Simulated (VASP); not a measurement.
**NaCl in VASP 6.6.1, single-point calculation**

INCAR

```
SIGMA = 0.01
LREAL = .FALSE.
ENCUT = 520
ISIF = 2
NBANDS = 14
ALGO = Normal
PREC = Accurate
ISMEAR = 0
METAGGA = R2SCAN
LASPH = .TRUE.
EDIFF = 1E-8
NELM = 120
NSW = 0
IBRION = -1
LWAVE = .FALSE.
LCHARG = .FALSE.
```

KPOINTS

```
KPOINTS created by Atomic Simulation Environment
0
Gamma
4 4 4
0 0 0
```

POSCAR

```
Na Cl
 1.0000000000000000
    -0.0000000000000000    2.8026988391075913    2.8026988391075913
     2.8026988391075913   -0.0000000000000000    2.8026988391075913
     2.8026988391075913    2.8026988391075913   -0.0000000000000000
 Na  Cl
   1   1
Cartesian
 -0.0000000000000000 -0.0000000000000000 -0.0000000000000000
  2.8026988391075909  2.8026988391075909  2.8026988391075909
```

The recommended PBE PAW datasets give the neutral cell 14 valence electrons.

Command

```
mpirun -np 1 vasp_std
```

OSZICAR

```
N       E                     dE             d eps       ncg     rms          rms(c)
DAV:   1     0.901463389993E+02    0.90146E+02   -0.73404E+03   224   0.105E+03
DAV:   2    -0.756773652855E+01   -0.97714E+02   -0.91914E+02   242   0.281E+02
DAV:   3    -0.158287310546E+02   -0.82610E+01   -0.82018E+01   290   0.753E+01
DAV:   4    -0.159580418012E+02   -0.12931E+00   -0.12923E+00   266   0.984E+00
DAV:   5    -0.159607652131E+02   -0.27234E-02   -0.27233E-02   274   0.143E+00    0.227E+00
DAV:   6    -0.137979601405E+02    0.21628E+01   -0.53513E-01   254   0.741E+00    0.234E+00
DAV:   7    -0.137814519619E+02    0.16508E-01   -0.15503E-01   278   0.278E+00    0.124E+00
DAV:   8    -0.137867266995E+02   -0.52747E-02   -0.65394E-03   260   0.601E-01    0.470E-01
DAV:   9    -0.137885057070E+02   -0.17790E-02   -0.41560E-03   230   0.573E-01    0.130E-01
DAV:  10    -0.137885418978E+02   -0.36191E-04   -0.94441E-05   308   0.787E-02    0.296E-02
DAV:  11    -0.137885636259E+02   -0.21728E-04   -0.61644E-05   236   0.675E-02    0.450E-02
DAV:  12    -0.137885651540E+02   -0.15281E-05   -0.38267E-06   272   0.147E-02    0.183E-03
DAV:  13    -0.137885652463E+02   -0.92247E-07   -0.15182E-07   254   0.328E-03    0.164E-03
DAV:  14    -0.137885657736E+02   -0.52731E-06   -0.32271E-08   278   0.170E-03    0.605E-04
DAV:  15    -0.137885657694E+02    0.41716E-08   -0.13185E-09   190   0.304E-04
   1 F= -.13788566E+02 E0= -.13788566E+02  d E =-.357322E-35
```

From OUTCAR

```
k-points           NKPTS =      8   k-points in BZ     NKDIM =      8   number of bands    NBANDS=     14

   NELECT =      14.0000    total number of electrons

   dimension x,y,z NGX =    30 NGY =   30 NGZ =   30
   dimension x,y,z NGXF=    60 NGYF=   60 NGZF=   60

  energy-cutoff  :      520.00
  volume of cell :       44.03
      direct lattice vectors                 reciprocal lattice vectors
     0.000000000  2.802698839  2.802698839    -0.178399474  0.178399474  0.178399474
     2.802698839  0.000000000  2.802698839     0.178399474 -0.178399474  0.178399474
     2.802698839  2.802698839  0.000000000     0.178399474  0.178399474 -0.178399474

 k-points in reciprocal lattice and weights: KPOINTS created by Atomic Simulation Env
   0.00000000  0.00000000  0.00000000       0.016
   0.25000000  0.00000000  0.00000000       0.125
   0.50000000  0.00000000  0.00000000       0.062
   0.25000000  0.25000000  0.00000000       0.094
   0.50000000  0.25000000  0.00000000       0.375
  -0.25000000  0.25000000  0.00000000       0.188
   0.50000000  0.50000000  0.00000000       0.047
  -0.25000000  0.50000000  0.25000000       0.094

 E-fermi :  -0.9696

 k-point     1 :       0.0000    0.0000    0.0000
  band No.  band energies     occupation
      1     -22.5433      2.00000
      2     -22.5429      2.00000
      3     -22.5429      2.00000
      4     -14.3200      2.00000
      5      -1.0553      2.00000
      6      -1.0553      2.00000
      7      -1.0553      2.00000
      8       4.9420      0.00000
      9      10.7213      0.00000
     10      10.7214      0.00000
     11      10.7214      0.00000
     12      12.9940      0.00000
     13      12.9940      0.00000
     14      14.6271      0.00000

 k-point     2 :       0.2500    0.0000    0.0000
  band No.  band energies     occupation
      1     -22.5586      2.00000
      2     -22.5442      2.00000
      3     -22.5439      2.00000
      4     -14.1450      2.00000
      5      -2.1687      2.00000
      6      -1.2042      2.00000
      7      -1.2042      2.00000
      8       6.3950      0.00000
      9       9.7016      0.00000
     10      11.1100      0.00000
     11      11.1103      0.00000
     12      13.0149      0.00000
     13      13.0150      0.00000
     14      15.8130      0.00000

 k-point     3 :       0.5000    0.0000    0.0000
  band No.  band energies     occupation
      1     -22.5739      2.00000
      2     -22.5452      2.00000
      3     -22.5449      2.00000
      4     -13.9595      2.00000
      5      -3.0340      2.00000
      6      -1.3443      2.00000
      7      -1.3443      2.00000
      8       6.9236      0.00000
      9      10.7137      0.00000
     10      10.7569      0.00000
     11      10.7573      0.00000
     12      15.0540      0.00000
     13      16.0496      0.00000
     14      16.0497      0.00000

 k-point     4 :       0.2500    0.2500    0.0000
  band No.  band energies     occupation
      1     -22.5559      2.00000
      2     -22.5472      2.00000
      3     -22.5470      2.00000
      4     -14.1031      2.00000
      5      -2.1443      2.00000
      6      -1.3881      2.00000
      7      -1.3881      2.00000
      8       6.9596      0.00000
      9       8.6356      0.00000
     10      10.7230      0.00000
     11      12.2526      0.00000
     12      12.2526      0.00000
     13      13.8392      0.00000
     14      19.0328      0.00000

 ...

  Total       -0.0378997     -0.0378997     -0.0378997     -0.0000000     -0.0000000      0.0000000
  in kB       -1.3790717     -1.3790717     -1.3790717     -0.0000000     -0.0000000      0.0000000
  external PRESSURE =      -1.3790717 kB  Pullay stress =       0.0000000 kB

 POSITION                                       TOTAL-FORCE (eV/Angst)
 -----------------------------------------------------------------------------------
      0.00000      0.00000      0.00000        -0.000000     -0.000000     -0.000000
      2.80270      2.80270      2.80270         0.000000      0.000000      0.000000
 -----------------------------------------------------------------------------------
    total drift:                               -0.000000      0.000000      0.000000

  FREE ENERGIE OF THE ION-ELECTRON SYSTEM (eV)
  ---------------------------------------------------
  free  energy   TOTEN  =       -13.7885657694 eV

  energy  without entropy=      -13.7885657694  energy(sigma->0) =      -13.78856577
```

It converged. Results: gap between bands v and c on the k mesh 6.00 eV; least direct gap on the k mesh 6.00 eV; pressure -0.1 GPa. Band v is the last that the valence electrons fill when counted band by band, and c is the next.

For comparison, a separate r²SCAN run of the intended cell, on usual settings and not on those above, gives a gap of 6.00 eV on its mesh and a pressure of -0.1 GPa.

The run above took about 13 s on one core of a shared host (Intel Xeon 6975P-C) and held 0.16 GiB at most.
